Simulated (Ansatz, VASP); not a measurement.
One calculation of Ba, two programs

File INCAR:

```
  ALGO = Normal
  EDIFF = 1E-6
  ENCUT = 520
  ISIF = 2
  ISMEAR = 1
  LASPH = True
  LCHARG = True
  LELF = True
  LREAL = False
  LVHAR = True
  LWAVE = False
  NBANDS = 11
  NELM = 60
  PREC = Accurate
  SIGMA = 0.03
```

Contents of KPOINTS:

```
k-points
0
Gamma
  9 9 9
```

POSCAR

```
Ba
1.0
   -2.3789385306      2.3789385306      2.3789385306
    2.3789385306     -2.3789385306      2.3789385306
    2.3789385306      2.3789385306     -2.3789385306
Ba
1
Direct
    0.0000000000      0.0000000000      0.0000000000
```

Input for Ansatz:

```yaml
crystal:
  lattice:
    - [-2.3789385306, 2.3789385306, 2.3789385306]
    - [2.3789385306, -2.3789385306, 2.3789385306]
    - [2.3789385306, 2.3789385306, -2.3789385306]
  atoms:
    - { symbol: Ba, position: [0.0, 0.0, 0.0] }
hamiltonian:
  xc: lda
  pseudopotentials:
    kind: paw
    azcp:
      Ba: "pseudopotentials/Ba.paw.azcp"
basis:
  ecutwfc: 420
  fft_grid_basis: typed
kpoints:
  mp_grid: { grid: [9, 9, 9], shift: [0, 0, 0] }
magnetization:
  spin_polarized: false
scf:
  occupations: { method: cold, width: 0.03 }
  lower_state_search: "off"
output:
  stress: true
```

Alike in both runs: task single point; functional LDA; k mesh 9 × 9 × 9; no spin polarisation.

|  | VASP | Ansatz |
| --- | --- | --- |
| version | VASP 6.6.1 | Ansatz 0.2.0 |
| potentials or method | VASP PAW LDA potentials, release 64 (Ba_sv) | plane waves (420 eV) with PAW, scalar-relativistic |
| plane-wave cutoff (eV) | 520 | 420 |
| occupations | methfessel-paxton of order 1, width 0.03 eV | cold, width 0.03 eV |
| valence electrons in the cell | 10 | 10 |

VASP gave:

| Property | Result |
| --- | --- |
| pressure (GPa) | 0.1 |

Q: Which values does Ansatz return?

A: Pressure (GPa): 0.0.

Ansatz warned: «pseudo_functional_mismatch».

Spin-orbit coupling is left out, which matters for the levels of Ba.
